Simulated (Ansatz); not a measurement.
# BN (F-43m) in Ansatz: a series of runs

The runs below take BN through relaxation of cell and atoms, with PBEsol.

Program: Ansatz 0.2.0. These are calculated values, not measurements. Logs are shortened: lines on timing, memory, paths and dates and some standing lists are left out, and cuts for length are marked.

## Step 1: Starting point

The structure is cubic, space group F-43m (No. 216). The conventional cell has a = 3.626 Å, b = 3.626 Å, c = 3.626 Å, α = 90.00°, β = 90.00°, γ = 90.00°. N (site symmetry -43m) is surrounded by 4 B at 1.57 Å. B (site symmetry -43m) has 4 N at 1.57 Å as nearest neighbours.

The cell is a database's computed one.

## Step 2: Relaxation of cell and atoms, PBEsol

input.yaml reads:

```yaml
crystal:
  lattice:
    - [0.0, 1.813001, 1.813001]
    - [1.813001, 0.0, 1.813001]
    - [1.813001, 1.813001, 0.0]
  atoms:
    - { symbol: "N", position: [0.25, 0.25, 0.25] }
    - { symbol: B, position: [0.0, 0.0, 0.0] }
kpoints:
  mp_grid: { grid: [13, 13, 13] }
scf:
  occupations: { method: fermi_dirac, width: 0.05 }
hamiltonian:
  xc: pbesol
  pseudopotentials: { kind: all_electron, lapw: { basis_error: 0.001 } }
output:
  forces: true
  stress: true
relax:
  f_tol: 0.01
  max_steps: 60
  cell: {}
```

Potentials or basis: all-electron LAPW, scalar-relativistic.

Launch:

```
ansatz run input.yaml --threads 1 --pin off --max-ram 3072MiB --backend cpu --events-out ev --progress --plain --runs-dir out
```

Log:

```text
Warning: RAYON_NUM_THREADS=1 ignored (pool sized by the plan → 1); use --threads N
The last accepted step is kept in <dir> (removed where the run ends without a failure and the disk answers)
LAPW: plane waves up to 11.155 Å⁻¹, error target 1.0e-3 eV per atom; small_component_spin mean_spin; B in spheres of 0.718 Å, 5 of its electrons in bands, Dirac shells []; N in spheres of 0.805 Å, 7 of its electrons in bands, Dirac shells [] (how accurate: hamiltonian.pseudopotentials.lapw.basis_error, Limitations)
Engine: ansatz 0.2.0, aarch64-unknown-linux-gnu
Pseudopotentials: kind: all_electron
Pseudopotential: N, LAPW, valence charge 7, lapw/all_electron/scalar/gaussian/N, Koelling and Harmon's equation, gaussian nucleus
Pseudopotential: B, LAPW, valence charge 5, lapw/all_electron/scalar/gaussian/B, Koelling and Harmon's equation, gaussian nucleus
Functional definition: PBEsol
  exchange = pbesol_x
  correlation = pbesol_c
Crystal: 2 atoms, lattice volume = 11.919 Å³
Basis set: ecut = 474.0653568521446 eV, 283 PW (Γ), exchange–correlation at level 2
Bands: 10, of which v1, the nominal top of the filled ones, is band 6 counted from 1 (5 counted from 0)
Symmetry: 24 space group operations
Space group: F-43m (ITA 216), of the structure as read, at distance tolerance 2.3e-5 Å
k-points: 84 of 2197 (time reversal used)
Non-local potential: N, projectors of the file, none
Non-local potential: B, projectors of the file, none
Initial density: superposition of atomic densities (chi_scale 0.1, normalization cell, long waves kept (reshape's long-wave potential 0.00 eV rms))
Initial wavefunctions: plane waves of lowest kinetic energy (no species holds an atomic orbital)
Functional: x = pbesol(κ = 0.804, μ = 0.12345679012345678), c = pbesol(β = 0.046)
iter 1 solved again at ethr=1.81e-2 eV; its pass at ethr=1.00e-1 eV (dr2=2.17e0 eV) is discarded
SCF iter   1: F=—  HF=-2161.211930 eV  |F-HF|=—  |Δ(HF+E_count)|=         —  Δρ=1.51e-1  dr2=2.17e0  ethr=1.81e-2  ⟨swp⟩=2.0  Hψ=5970  notcnv=0
preconditioner: auto → none  [insulator: Δε(μ)=5.991 eV  Ē_g=20.307 eV  σ=0.050 eV  W_gap=1.00  n_scr=0 (ndim 8)  ℏωp=30.4 eV  f_vac=0.000  D(μ)=0.00/eV (n_scr^D=0)  ε∞_Penn≈3.2]
iter 2 solved again at ethr=1.77e-3 eV; its pass at ethr=1.81e-2 eV (dr2=2.12e-1 eV) is discarded
SCF iter   2: F=—  HF=-2160.351242 eV  |F-HF|=—  |Δ(HF+E_count)|=   8.61e-1  Δρ=5.25e-2  dr2=2.12e-1  ethr=1.77e-3  ⟨swp⟩=2.0  Hψ=4526  notcnv=0
SCF iter   3: F=—  HF=-2160.266154 eV  |F-HF|=—  |Δ(HF+E_count)|=   8.51e-2  Δρ=2.31e-2  dr2=4.34e-2  ethr=1.77e-3  ⟨swp⟩=2.3  Hψ=2517  notcnv=0
SCF iter   4: F=—  HF=-2160.257016 eV  |F-HF|=—  |Δ(HF+E_count)|=         —  Δρ=7.73e-3  dr2=4.95e-3  ethr=3.62e-4  ⟨swp⟩=2.0  Hψ=2433  notcnv=0
the basis was enlarged: its passes take 45.4 KiB over the memory plan, 1 of 1 planned eigensolver slots
SCF iter   5: F=—  HF=-2160.256064 eV  |F-HF|=—  |Δ(HF+E_count)|=   9.53e-4  Δρ=1.22e-3  dr2=1.29e-4  ethr=4.13e-5  ⟨swp⟩=2.3  Hψ=2242  notcnv=0
SCF iter   6: F=—  HF=-2160.256045 eV  |F-HF|=—  |Δ(HF+E_count)|=   1.81e-5  Δρ=9.43e-5  dr2=8.08e-7  ethr=1.07e-6  ⟨swp⟩=2.3  Hψ=2179  notcnv=0
SCF iter   7: F=-2160.256045 eV  HF=-2160.256045 eV  |F-HF|=8.50e-11  |Δ(HF+E_count)|=   7.88e-9  Δρ=3.43e-6  dr2=9.64e-10  ethr=6.74e-9  ⟨swp⟩=2.4  Hψ=2194  notcnv=0
SCF 1 converged in 7 iterations: F = -2160.256045 eV  dr2 = 9.64e-10
relax step   1: F+E_penalty+E_count = -2160.25604543 eV  Δ(F+E_penalty+E_count) = +0.000e0 eV  max|allowed force component| = 2.128e-16 eV/Å  Δτ_max = 0.0000 Å  P = -6.289 GPa  Ω = 11.919 Å³  (7 SCF iters, accepted)
Crystal: 2 atoms, lattice volume = 11.804 Å³
Basis set: ecut = 477.13280986553843 eV, 283 PW (Γ), exchange–correlation at level 2
Initial density: handed on by an earlier stage of this run
Initial wavefunctions: those handed on with the density
iter 1 solved again at ethr=9.34e-7 eV; its pass at ethr=1.00e-1 eV (dr2=1.12e-4 eV) is discarded
SCF iter   1: F=—  HF=-2160.259321 eV  |F-HF|=—  |Δ(HF+E_count)|=         —  Δρ=9.60e-4  dr2=9.86e-5  ethr=9.34e-7  ⟨swp⟩=3.1  Hψ=4561  notcnv=0
preconditioner: auto → none  [insulator: Δε(μ)=4.369 eV  Ē_g=19.955 eV  σ=0.050 eV  W_gap=1.00  n_scr=0 (ndim 8)  ℏωp=30.6 eV  f_vac=0.000  D(μ)=0.00/eV (n_scr^D=0)  ε∞_Penn≈3.3]
SCF iter   2: F=—  HF=-2160.259284 eV  |F-HF|=—  |Δ(HF+E_count)|=   3.73e-5  Δρ=4.10e-4  dr2=1.81e-5  ethr=8.22e-7  ⟨swp⟩=2.4  Hψ=2172  notcnv=0
iter 3 solved again at ethr=1.40e-8 eV; its pass at ethr=1.51e-7 eV (dr2=1.68e-6 eV) is discarded
SCF iter   3: F=—  HF=-2160.259281 eV  |F-HF|=—  |Δ(HF+E_count)|=   3.59e-6  Δρ=1.36e-4  dr2=1.68e-6  ethr=1.40e-8  ⟨swp⟩=2.0  Hψ=3771  notcnv=0
SCF iter   4: F=-2160.259280 eV  HF=-2160.259280 eV  |F-HF|=2.16e-8  |Δ(HF+E_count)|=   7.81e-7  Δρ=2.51e-5  dr2=2.22e-8  ethr=1.40e-8  ⟨swp⟩=2.4  Hψ=2184  notcnv=0
SCF 2 converged in 4 iterations: F = -2160.259280 eV  dr2 = 2.22e-8
relax step   2: F+E_penalty+E_count = -2160.25927979 eV  Δ(F+E_penalty+E_count) = -3.234e-3 eV  max|allowed force component| = 1.434e-16 eV/Å  Δτ_max = 0.0000 Å  P = -2.715 GPa  Ω = 11.804 Å³  (4 SCF iters, accepted)
Crystal: 2 atoms, lattice volume = 11.718 Å³
Basis set: ecut = 479.45593366613986 eV, 283 PW (Γ), exchange–correlation at level 2
iter 1 solved again at ethr=5.11e-7 eV; its pass at ethr=1.00e-1 eV (dr2=6.13e-5 eV) is discarded
SCF iter   1: F=—  HF=-2160.260017 eV  |F-HF|=—  |Δ(HF+E_count)|=         —  Δρ=7.30e-4  dr2=5.66e-5  ethr=5.11e-7  ⟨swp⟩=3.2  Hψ=4511  notcnv=0
preconditioner: auto → none  [insulator: Δε(μ)=4.375 eV  Ē_g=20.059 eV  σ=0.050 eV  W_gap=1.00  n_scr=0 (ndim 8)  ℏωp=30.7 eV  f_vac=0.000  D(μ)=0.00/eV (n_scr^D=0)  ε∞_Penn≈3.3]
SCF iter   2: F=—  HF=-2160.259997 eV  |F-HF|=—  |Δ(HF+E_count)|=   2.03e-5  Δρ=3.15e-4  dr2=1.05e-5  ethr=4.72e-7  ⟨swp⟩=2.4  Hψ=2171  notcnv=0
iter 3 solved again at ethr=8.03e-9 eV; its pass at ethr=8.74e-8 eV (dr2=9.63e-7 eV) is discarded
SCF iter   3: F=—  HF=-2160.259995 eV  |F-HF|=—  |Δ(HF+E_count)|=   1.81e-6  Δρ=1.04e-4  dr2=9.63e-7  ethr=8.03e-9  ⟨swp⟩=2.0  Hψ=3768  notcnv=0
SCF iter   4: F=-2160.259994 eV  HF=-2160.259994 eV  |F-HF|=1.40e-8  |Δ(HF+E_count)|=   4.26e-7  Δρ=2.02e-5  dr2=1.40e-8  ethr=8.02e-9  ⟨swp⟩=2.4  Hψ=2184  notcnv=0
SCF 3 converged in 4 iterations: F = -2160.259994 eV  dr2 = 1.40e-8
relax step   3: F+E_penalty+E_count = -2160.25999449 eV  Δ(F+E_penalty+E_count) = -7.147e-4 eV  max|allowed force component| = 9.252e-17 eV/Å  Δτ_max = 0.0000 Å  P = +0.061 GPa  Ω = 11.718 Å³  (4 SCF iters, accepted)
Crystal: 2 atoms, lattice volume = 11.720 Å³
Basis set: ecut = 479.40514814688305 eV, 283 PW (Γ), exchange–correlation at level 2
iter 1 solved again at ethr=2.17e-10 eV; its pass at ethr=1.00e-1 eV (dr2=2.60e-8 eV) is discarded
SCF iter   1: F=—  HF=-2160.259995 eV  |F-HF|=—  |Δ(HF+E_count)|=         —  Δρ=2.41e-5  dr2=2.71e-8  ethr=2.17e-10  ⟨swp⟩=4.4  Hψ=4645  notcnv=0
preconditioner: auto → none  [insulator: Δε(μ)=4.370 eV  Ē_g=20.057 eV  σ=0.050 eV  W_gap=1.00  n_scr=0 (ndim 8)  ℏωp=30.7 eV  f_vac=0.000  D(μ)=0.00/eV (n_scr^D=0)  ε∞_Penn≈3.3]
SCF iter   2: F=-2160.259995 eV  HF=-2160.259995 eV  |F-HF|=1.35e-9  |Δ(HF+E_count)|=   1.33e-8  Δρ=1.06e-5  dr2=4.94e-9  ethr=2.17e-10  ⟨swp⟩=2.4  Hψ=2183  notcnv=0
SCF 4 converged in 2 iterations: F = -2160.259995 eV  dr2 = 4.94e-9
relax step   4: F+E_penalty+E_count = -2160.25999483 eV  Δ(F+E_penalty+E_count) = -3.339e-7 eV  max|allowed force component| = 9.252e-17 eV/Å  Δτ_max = 0.0000 Å  P = -0.001 GPa  Ω = 11.720 Å³  (2 SCF iters, accepted)
iter 1 solved again at ethr=4.12e-11 eV; its pass at ethr=1.00e-1 eV (dr2=4.94e-9 eV) is discarded
SCF iter   1: F=—  HF=-2160.259995 eV  |F-HF|=—  |Δ(HF+E_count)|=         —  Δρ=1.06e-5  dr2=4.93e-9  ethr=4.12e-11  ⟨swp⟩=3.0  Hψ=4092  notcnv=0
SCF iter   2: F=-2160.259995 eV  HF=-2160.259995 eV  |F-HF|=2.69e-10  |Δ(HF+E_count)|=  6.73e-10  Δρ=4.68e-6  dr2=7.16e-10  ethr=4.11e-11  ⟨swp⟩=2.0  Hψ=2088  notcnv=0
SCF 5 converged in 2 iterations: F = -2160.259995 eV  dr2 = 7.16e-10
relax step   5: F+E_penalty+E_count = -2160.25999485 eV  Δ(F+E_penalty+E_count) = -2.196e-8 eV  max|allowed force component| = 6.476e-17 eV/Å  Δτ_max = 0.0000 Å  P = -0.001 GPa  Ω = 11.720 Å³  stress off target by 1.21e-3 GPa  SCF on the basis re-selected at this cell (its energy is not comparable with the rows above)  (2 SCF iters)
basis re-selected at this cell: Δ(F+E_penalty+E_count) = -2.196e-8 eV, ΔP = -0.001 GPa vs the last step (what re-selecting the basis moved, after the strain that the cell walked since its last selection, with what the two solves' SCF thresholds leave and, on support functions, any second-order correction that the steps lacked; it is no measure of the basis error at this ecutwfc). This SCF's stress stands 1.21e-3 GPa from its target on what of the cell is left free (relax.cell.stress_tol is 5.00e-2 GPa) and its largest allowed force component is 6.48e-17 eV/Å (relax.f_tol is 1.00e-2 eV/Å): within both
SCF converged after 2 iterations
Free energy (F): -2160.259995 eV
Harris-Foulkes:  -2160.259995 eV  (|F-HF|=2.69e-10)
Internal energy: -2160.259995 eV  (E = F + TS)
E sigma→0 (E₀):  -2160.259995 eV
Fermi energy:    13.721703 eV
--- Per-component energies (eV) ---
  E_band       = -1014.897045
  E_kinetic    = 2151.913265
  E_xc         = -291.446673
  E_electrostatic = -4020.726586  (all electrons and nuclei)
  E_smearing   = -0.000000  (= −TS)
  E_closure    = 0.000000  (closes the sum)
  E_atoms      = -2141.847337  (free atoms, spherical and without spin; not in F)
  Σ components = -2160.259995   (vs F -2160.259995, Δ=0.00e0)
  Basis errors (estimates in eV, not in F): energy 5.2e-4 per atom: plane waves 5.1e-4 (3.2e-4 summed), levels above the bands 1.6e-74, relativity 1.1e-8, radial functions 8.1e-6, core shells 0.0e0; eigenvalues (radial functions only) 3.4e-6; not estimated: angular momenta, meshes, grids; target (lapw.basis_error) 1.0e-3; muffin-tin radii B 0.714 Å, N 0.800 Å
--- Forces (eV/Å), atoms counted from 1 ---
  atom   1  N      0.00000000     0.00000000     0.00000000
  atom   2  B     -0.00000000    -0.00000000    -0.00000000
  max |Σ_I F_I| component: 1.85e-17 eV/Å
--- Stress (GPa, compression-positive) ---
       -0.001207       0.000000       0.000000
        0.000000      -0.001207       0.000000
        0.000000       0.000000      -0.001207
  P = ⅓ Tr σ = -0.0012 GPa (-0.012 kbar)
--- Relaxed structure (4 steps of the walk, 4 accepted, 1 SCFs on fresh bases) ---
  F+E_penalty+E_count = -2160.25999485 eV   max|allowed force component| = 6.476e-17 eV/Å   (the final SCF, on the basis selected at the relaxed cell)
  cell:  # Å, volume = 11.7200 Å³
    - [-4.58583482960603e-34, 1.8028757896759013, 1.8028757896759013]
    - [1.8028757896759013, 4.8406034312508105e-34, 1.8028757896759013]
    - [1.8028757896759013, 1.8028757896759013, 7.643058049343385e-34]
  atoms:
    - { symbol: N, position: [0.24999999999999997, 0.24999999999999997, 0.24999999999999997] }
    - { symbol: B, position: [-3.3196512722332326e-36, -7.745852968544185e-36, -1.659825636116612e-35] }
```

Run time: 19 s. Hardware: 1 thread of Arm Neoverse V2, shared host; peak memory 0.27 GiB.

What came out:

```
Free energy                            : -2160.2600 eV
Relaxed volume                         : 5.86 Å³/atom
Relaxed cell                           : a = 2.550 Å, b = 2.550 Å, c = 2.550 Å, α = 60.00°, β = 60.00°, γ = 60.00°
Space group after relaxing (to 0.05 Å) : F-43m (No. 216)
Energy gained by relaxing              : 2.0 meV/atom
Ionic steps                            : 5
Pressure after relaxing                : 0.0 GPa
Band gap on the k mesh                 : 4.37 eV
```

The path:
```
step  energy change (eV)  largest force (eV/Å)  volume (Å³)
   1              0.0000                0.0000        11.92
   2             -0.0032                0.0000        11.80
   3             -0.0039                0.0000        11.72
   4             -0.0039                0.0000        11.72
   5             -0.0039                0.0000        11.72
```

Final structure:
```
N B
1.0
     0.00000    1.80288    1.80288
     1.80288    0.00000    1.80288
     1.80288    1.80288    0.00000
N B
1 1
Direct
  0.25000 0.25000 0.25000
  0.00000 0.00000 0.00000
```

Caveat: an odd mesh through Γ misses points on the zone boundary, where band edges often lie.

(Part 1 of 2 ends here.)
